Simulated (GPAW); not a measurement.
Runs of GPAW 26.7.0 on TiB2. Symmetry: P6/mmm, No. 191, hexagonal system. The conventional cell has a = 3.029 Å, b = 3.029 Å, c = 3.228 Å, α = 90.00°, β = 90.00°, γ = 120.00°. Around Ti (site symmetry 6/mmm) lie 12 B at 2.38 Å. B (site symmetry -6m2) is surrounded by 3 B at 1.75 Å. 

```csv
level,potentials or basis,eigensolver,pressure (GPa)
AM05,"PAW data sets generated in the run's folder for this functional, pw",-,-5.5
revPBE,"the program's PAW data sets (release 1.2.1) made for this functional, pw",-,(a)
RPBE,"the program's PAW data sets (release 1.2.1) made for this functional, pw",-,(b)
PW91,"PAW data sets generated in the run's folder for this functional, pw",-,0.5
BLYP,"PAW data sets generated in the run's folder for this functional, pw",davidson,6.7
```

Alike in all rows: task band structure; no spin polarisation; cell as given; k mesh 9 × 9 × 7; cutoff (eV) 800; smearing fermi-dirac 0.05 eV.

Task: Estimate the missing entries.

Result: (a) 4.2; (b) 5.3.

Runs at the PBE level aren't shown here.
